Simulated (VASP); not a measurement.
# ZnO (P6_3mc) in VASP: notebook, part 2 of 2

VASP 6.6.1. Earlier steps stand in the parts before.

### Step 3. Relaxation of cell and atoms, r2SCAN

This run uses another cell than the first one, of 11.87 Å³/atom, 0.997 times its volume.

INCAR reads:

```
SYSTEM = ZnO
ALGO     = Normal         ! electronic algorithm
EDIFF    = 1E-7           ! SCF threshold, eV
EDIFFG   = -0.005         ! ionic threshold
ENCUT    = 600            ! plane-wave cutoff, eV
IBRION   = 2              ! ionic algorithm
ISIF     = 3              ! what is computed and relaxed
ISMEAR   = 0              ! smearing method
LASPH    = .True.         ! aspherical terms in the spheres
LCHARG   = .False.        ! write CHGCAR
LMIXTAU  = .True.       
LREAL    = .False.        ! projectors in reciprocal space
LWAVE    = .False.        ! write WAVECAR
METAGGA  = R2SCAN         ! meta-GGA
NELM     = 80             ! most SCF steps
NSW      = 90             ! ionic steps
PREC     = Accurate       ! precision mode
SIGMA    = 0.03           ! smearing width, eV
```

KPOINTS reads:

```
k-points
0
Gamma
  9 9 5
  0 0 0
```

POSCAR reads:

```
ZnO                                     
1.0
    3.2414029725      0.0000000000     -0.0000000000
   -1.6207014863      2.8071373154     -0.0000000000
   -0.0000000000      0.0000000000      5.2167996740
  Zn              O             
     2     2
Direct
     0.3333333300000021    0.6666666699999979    0.4995662651331103
     0.6666666699999979    0.3333333300000021    0.9995662651331101
     0.6666666699999979    0.3333333300000021    0.3794437348668907
     0.3333333300000021    0.6666666699999979    0.8794437348668909
```

Potentials or basis: VASP PAW PBE potentials, release 64 (Zn, O).

Run with:

```console
> cat potpaw_PBE.64/Zn/POTCAR potpaw_PBE.64/O/POTCAR > POTCAR
> mpirun -np 1 vasp_std > vasp.out
```

OUTCAR:

```text
SYSTEM = ZnO
   EDIFF = 1E-7
   EDIFFG = -0.005
   ENCUT = 600
   IBRION = 2
   ISIF = 3
   ISMEAR = 0
   LASPH = .True.
   LREAL = .False.
   METAGGA = R2SCAN
   NELM = 80
   NSW = 90
   PREC = Accurate

 ion  position               nearest neighbor table
   1  0.333  0.667  0.500-   3 1.97   3 1.97   3 1.97   4 1.98
   2  0.667  0.333  1.000-   4 1.97   4 1.97   4 1.97   3 1.98
   3  0.667  0.333  0.379-   1 1.97   1 1.97   1 1.97   2 1.98
   4  0.333  0.667  0.879-   2 1.97   2 1.97   2 1.97   1 1.98

  LATTYP: Found a hexagonal cell.
 ALAT       =     3.2414029725
 C/A-ratio  =     1.6094264484

  Lattice vectors:

 A1 = (   3.2414029725,   0.0000000000,   0.0000000000)
 A2 = (  -1.6207014863,   2.8071373154,   0.0000000000)
 A3 = (   0.0000000000,   0.0000000000,   5.2167996740)

Analysis of symmetry for initial positions (statically):
=====================================================================
 Subroutine PRICEL returns:
 Original cell was already a primitive cell.

 Routine SETGRP: Setting up the symmetry group for a
 hexagonal supercell.

 Subroutine GETGRP returns: Found 12 space group operations
 (whereof  6 operations were pure point group operations)
 out of a pool of 24 trial point group operations.

The static configuration has the point symmetry C_3v.
 The point group associated with its full space group is C_6v.

Analysis of symmetry for dynamics (positions and initial velocities):
=====================================================================
 Subroutine PRICEL returns:
 Original cell was already a primitive cell.

 Routine SETGRP: Setting up the symmetry group for a
 hexagonal supercell.

 Subroutine GETGRP returns: Found 12 space group operations
 (whereof  6 operations were pure point group operations)
 out of a pool of 24 trial point group operations.

The dynamic configuration has the point symmetry C_3v.
 The point group associated with its full space group is C_6v.

 Subroutine INISYM returns: Found 12 space group operations
 (whereof  6 operations are pure point group operations),
 and found     1 'primitive' translations

----------------------------------------------------------------------------------------

                                     Primitive cell

  volume of cell :      47.4680

  direct lattice vectors                    reciprocal lattice vectors
     3.241402972  0.000000000  0.000000000     0.308508386  0.178117400  0.000000000
    -1.620701486  2.807137315  0.000000000     0.000000000  0.356234800  0.000000000
     0.000000000  0.000000000  5.216799674     0.000000000  0.000000000  0.191688403

  length of vectors
     3.241402972  3.241402970  5.216799674     0.356234800  0.356234800  0.191688403

  position of ions in fractional coordinates (direct lattice)
     0.333333330  0.666666670  0.499566265
     0.666666670  0.333333330  0.999566265
     0.666666670  0.333333330  0.379443735
     0.333333330  0.666666670  0.879443735

  ion indices of the primitive-cell ions
   primitive index   ion index
                 1           1
                 2           2
                 3           3
                 4           4

[... 51 lines left out ...]
  0.333333  0.333333  0.200000      4.000000
 [... further k-points ...]
   k-points           NKPTS =     36   k-points in BZ     NKDIM =     36   number of bands    NBANDS=     22
   number of dos      NEDOS =    301   number of ions     NIONS =      4
   total plane-waves  NPLWV =  32928
   dimension x,y,z NGX =    28 NGY =   28 NGZ =   42
   dimension x,y,z NGXF=    56 NGYF=   56 NGZF=   84
   ions per type =               2   2
   NGX,Y,Z   is equivalent  to a cutoff of  14.36, 14.36, 13.38 a.u.
   NGXF,Y,Z  is equivalent  to a cutoff of  28.72, 28.72, 26.77 a.u.
 SYSTEM =  ZnO
   PREC   = accura    normal or accurate (medium, high low for compatibility)
   ISTART =      0    job   : 0-new  1-cont  2-samecut
   ICHARG =      2    charge: 1-file 2-atom 10-const
   ISPIN  =      1    spin polarized calculation?
   LNONCOLLINEAR =      F non collinear calculations
   LSORBIT =      F    spin-orbit coupling
   LASPH  =      T    aspherical Exc in radial PAW
   ENCUT  =  600.0 eV  44.10 Ry    6.64 a.u.   6.47  6.47 10.42*2*pi/ulx,y,z
   NELM   =     80;   NELMIN=  2; NELMDL= -5     # of ELM steps
   EDIFF  = 0.1E-06   stopping-criterion for ELM
   LREAL  =      F    real-space projection
   EDIFFG = -.5E-02   stopping-criterion for IOM
   NSW    =     90    number of steps for IOM
   IBRION =      2    ionic relax: 0-MD 1-quasi-New 2-CG
   NFREE  =      1    steps in history (QN), initial steepest desc. (CG)
   ISIF   =      3    stress and relaxation
   ISYM   =      2    0-nonsym 1-usesym 2-fastsym
   POTIM  = 0.5000    time-step for ionic-motion
   TEBEG  =    0.0;   TEEND  =   0.0 temperature during run
   PSTRESS=    0.0 pullay stress
   NELECT =      36.0000    total number of electrons
   NUPDOWN=      -1.0000    fix difference up-down
   EMIN   =  10.00;   EMAX   =-10.00  energy-range for DOS
   EFERMI =   0.00;   METHOD = LEGACY
   ISMEAR =     0;   SIGMA  =   0.03  broadening in eV -4-tet -1-fermi 0-gaus
   EFERMI_NEDOS =   21; number of points for ismear=-14 and -15
   IALGO  =     38    algorithm
   IMIX   =      4    mixing-type and parameters
     AMIX     =   0.40;   BMIX     =  1.00
     AMIX_MAG =   1.60;   BMIX_MAG =  1.00
  volume/ion in A,a.u.               =      11.87        80.08
  Fermi-wavevector in a.u.,A,eV,Ry     =   1.492939  2.821246 30.325573  2.228867
  Thomas-Fermi vector in A             =   2.605403
   LORBIT       =      0    0 simple, 1 ext, 2 COOP (PROOUT), +10 PAW based schemes
   METAGGA = R2SCAN    functional components
   LHFCALC =     F    Hartree Fock is set to
   AEXX    =    0.0000 exact exchange contribution
   IVDW    =     0    specifies the selected vdW correction
   LEPSILON=     F    determine dielectric tensor
   LRPA    =     F    only Hartree local field effects (RPA)
 conjugate gradient relaxation of ions
 non-spin polarized calculation
 Gauss-broadening in eV      SIGMA  =   0.03
  energy-cutoff  :      600.00
  volume of cell :       47.47
 maximum number of plane-waves:      1605
 NGX is ok and might be reduce to    28
   NGX = 13   NGY = 13   NGZ = 21

--------------------------------------- Ionic step        1  -------------------------------------------

 number of electron      36.0000008 magnetization

 Free energy of the ion-electron system (eV)
  ---------------------------------------------------
  ext. energy  EPLUGINS =         0.00000000
  ---------------------------------------------------
  free energy    TOTEN  =       -36.32388976 eV

  energy without entropy =      -36.32388976  energy(sigma->0) =      -36.32388976

------------------------ aborting loop because EDIFF is reached ----------------------------------------

  FORCE on cell =-STRESS in cart. coord.  units (eV):
  Direction    XX          YY          ZZ          XY          YZ          ZX
  --------------------------------------------------------------------------------------
  -------------------------------------------------------------------------------------
  Total       -0.0092815     -0.0092815     -0.0094882      0.0000000     -0.0000000      0.0000000
  in kB       -0.3132762     -0.3132762     -0.3202538      0.0000000     -0.0000000      0.0000000
  external PRESSURE =      -0.3156020 kB  Pullay stress =       0.0000000 kB
[... 101 lines left out ...]
--------------------------------------- Ionic step        4  -------------------------------------------

 number of electron      36.0000008 magnetization

 Free energy of the ion-electron system (eV)
  ---------------------------------------------------
  ext. energy  EPLUGINS =         0.00000000
  ---------------------------------------------------
  free energy    TOTEN  =       -36.32392007 eV

  energy without entropy =      -36.32392007  energy(sigma->0) =      -36.32392007

 E-fermi :   1.0739     XC(G=0): -11.6787

 val. band max:        0.8733215046   @ k =   0.0000   0.0000   0.0000
 cond. band min:       2.1023450284   @ k =   0.0000   0.0000   0.0000
 fundamental gap:      1.2290235237
 Fermi energy:         1.0739112236

 k-point     1 :       0.0000    0.0000    0.0000
  band No.  band energies     occupation
      1     -18.2326      2.00000
      2     -17.5426      2.00000
      3      -4.9594      2.00000
      4      -4.9593      2.00000
      5      -4.9062      2.00000
      6      -4.8407      2.00000
[... 589 lines left out ...]
     21       9.3526      0.00000
     22       9.5157      0.00000

 [... further k-points ...]

------------------------ aborting loop because EDIFF is reached ----------------------------------------

  FORCE on cell =-STRESS in cart. coord.  units (eV):
  Direction    XX          YY          ZZ          XY          YZ          ZX
  --------------------------------------------------------------------------------------
  -------------------------------------------------------------------------------------
  Total       -0.0067069     -0.0067069      0.0145266      0.0000000      0.0000000      0.0000000
  in kB       -0.2264263     -0.2264263      0.4904185      0.0000000      0.0000000      0.0000000
  external PRESSURE =       0.0125220 kB  Pullay stress =       0.0000000 kB
[... 19 lines left out ...]
  FREE ENERGIE OF THE ION-ELECTRON SYSTEM (eV)
  ---------------------------------------------------
  free  energy   TOTEN  =       -36.3239200734 eV

  energy  without entropy=      -36.3239200734  energy(sigma->0) =      -36.32392007

 reached required accuracy - stopping structural energy minimisation
```

Run time: 4.6 min. Hardware: 1 thread of Intel Xeon 6975P-C (Granite Rapids), shared host; peak memory 0.2 GiB.

Results:

* Free energy: -36.3239 eV
* Relaxed volume: 11.86 Å³/atom
* Relaxed cell: a = 3.241 Å, b = 3.241 Å, c = 5.217 Å, α = 90.00°, β = 90.00°, γ = 120.00°
* Space group after relaxing (to 0.05 Å): P6_3mc (No. 186)
* Energy gained by relaxing: 0.0 meV/atom
* Ionic steps: 4
* Pressure after relaxing: 0.0 GPa
* Band gap on the k mesh: 1.23 eV, direct

Forces in eV/Å, atoms in the order of the input:
```
Zn   0.000  0.000  0.003
Zn   0.000  0.000  0.003
O    0.000  0.000 -0.003
O    0.000  0.000 -0.003
```

Final structure:
```yaml
crystal:
  lattice:
    - [3.24084, 0.00000, 0.00000]
    - [-1.62042, 2.80665, 0.00000]
    - [0.00000, 0.00000, 5.21749]
  atoms:
    - { symbol: Zn, position: [0.33333, 0.66667, 0.49970] }
    - { symbol: Zn, position: [0.66667, 0.33333, 0.99970] }
    - { symbol: O, position: [0.66667, 0.33333, 0.37931] }
    - { symbol: O, position: [0.33333, 0.66667, 0.87931] }
```

Caveat: the PAW data sets were made with another functional, which shifts forces and pressure a little. r2SCAN opens gaps a little over a GGA but as a rule still falls short of measured ones.

### Step 4. Relaxation of cell and atoms, LDA

INCAR reads:

```
PREC     = Accurate       # precision mode
ENCUT    = 600            # plane-wave cutoff, eV
EDIFF    = 1E-6           # SCF threshold, eV
ISMEAR   = 0              # smearing method
SIGMA    = 0.03           # smearing width, eV
LREAL    = F              # projectors in reciprocal space
LASPH    = T              # aspherical terms in the spheres
NELM     = 80             # most SCF steps
ALGO     = Normal         # electronic algorithm
ISIF     = 3              # what is computed and relaxed
LWAVE    = F              # write WAVECAR
LCHARG   = F              # write CHGCAR
GGA      = CA             # functional
IBRION   = 2              # ionic algorithm
NSW      = 90             # ionic steps
EDIFFG   = -0.01          # ionic threshold
```

KPOINTS reads:

```
regular mesh
0
Gamma
  9 9 5
```

POSCAR reads:

```
ZnO
1.0
    3.2493080000      0.0000000000      0.0000000000
   -1.6246540000      2.8139832700      0.0000000000
    0.0000000000      0.0000000000      5.2057090000
Zn O
2 2
Direct
    0.3333333300      0.6666666700      0.5000000000
    0.6666666700      0.3333333300      0.0000000000
    0.6666666700      0.3333333300      0.3790100000
    0.3333333300      0.6666666700      0.8790100000
```

Potentials or basis: VASP PAW LDA potentials, release 64 (Zn, O).

Run with:

```console
> cat potpaw_LDA.64/Zn/POTCAR potpaw_LDA.64/O/POTCAR > POTCAR
> mpirun -np 1 vasp_std > vasp.out
```

Run time: 2.4 min. Hardware: 1 thread of Intel Xeon Platinum 8488C (Sapphire Rapids), shared host; peak memory 0.18 GiB.

It converged, with:

```
Free energy                            : -21.1676 eV
Relaxed volume                         : 11.40 Å³/atom
Relaxed cell                           : a = 3.194 Å, b = 3.194 Å, c = 5.164 Å, α = 90.00°, β = 90.00°, γ = 120.00°
Space group after relaxing (to 0.05 Å) : P6_3mc (No. 186)
Energy gained by relaxing              : 10.4 meV/atom
Ionic steps                            : 11
Pressure after relaxing                : 0.0 GPa
Largest force after relaxing           : 0.004 eV/Å
Band gap on the k mesh                 : 0.80 eV, direct
```

Forces on the atoms (eV/Å):
```
Zn   0.000  0.000 -0.004
Zn   0.000  0.000 -0.004
O    0.000  0.000  0.004
O    0.000  0.000  0.004
```

The path:
```
step  energy change (eV)  largest force (eV/Å)  pressure (GPa)  volume (Å³)
   1              0.0000                0.0554           -6.25        47.60
   2             -0.0262                0.0408            4.43        44.47
   3             -0.0413                0.0024            0.05        45.61
   4             -0.0413                0.0043           -0.06        45.65
   5             -0.0414                0.0188           -0.27        45.66
   6             -0.0414                0.0185           -0.15        45.66
   7             -0.0415                0.0183            0.08        45.59
   8             -0.0415                0.0185            0.09        45.58
   9             -0.0416                0.0020            0.14        45.58
  10             -0.0416                0.0030            0.05        45.59
  11             -0.0416                0.0038            0.01        45.62
```

Final structure:
```
CELL_PARAMETERS angstrom
3.19394 0.00000 0.00000
-1.59697 2.76603 0.00000
0.00000 0.00000 5.16364
ATOMIC_POSITIONS crystal
Zn 0.33333 0.66667 0.50035
Zn 0.66667 0.33333 0.00035
O 0.66667 0.33333 0.37866
O 0.33333 0.66667 0.87866
```

Levels at points of the mesh, in eV from the valence-band top:
| k point | band 15 | band 16 | band 17 | band 18 | band 19 | band 20 | band 21 | band 22 |
| --- | --- | --- | --- | --- | --- | --- | --- | --- |
| (0.00, 0.00, 0.00) | -0.85 | -0.10 | 0.00 | 0.00 | 0.80 | 5.27 | 8.18 | 12.94 |
